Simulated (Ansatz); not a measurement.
**What a change of settings does to a run on Sr**

The cell is COD entry 1540836, as deposited and not checked against the literature; nothing was relaxed. The listed cell was then made from it by scaling, straining or moving an atom.

First run: DFT, PBE, all-electron LAPW, scalar-relativistic (Ansatz 0.2.0).

Command: `ansatz run input.yaml --threads 1 --pin off --max-ram 2048MiB --backend cpu --events-out ev --progress --plain --runs-dir out` The run took about 4 s on 1 thread of a shared machine.

```yaml
crystal:
  lattice:
    - [4.3385441004, 0.0, 0.0]
    - [-2.1692720502, 3.7572894063, 0.0]
    - [0.0, 0.0, 7.0966901024]
  atoms:
    - { symbol: Sr, position: [0.3333333333, 0.6666666667, 0.25] }
    - { symbol: Sr, position: [0.6666666667, 0.3333333333, 0.75] }
kpoints:
  mp_grid: { grid: [10, 10, 5] }
scf:
  occupations: { method: fermi_dirac, width: 0.08 }
hamiltonian:
  xc: pbe
  pseudopotentials: { kind: all_electron, lapw: { basis_error: 0.001 } }
output:
  forces: true
  stress: true
  eigenvalues: true
```

Result: converged; pressure -0.49 GPa; no gap on the k mesh; 7 SCF iterations.

The input is then changed:

```diff
@@ -8,5 +8,5 @@
     - { symbol: Sr, position: [0.6666666667, 0.3333333333, 0.75] }
 kpoints:
-  mp_grid: { grid: [10, 10, 5] }
+  mp_grid: { grid: [3, 3, 2] }
 scf:
   occupations: { method: fermi_dirac, width: 0.08 }
```

What does the second run give?

It converged; energy at zero smearing +119.3 meV/atom from the first run; pressure -0.46 GPa; no gap on the k mesh; 7 SCF iterations. Some of these settings are too coarse for converged properties.
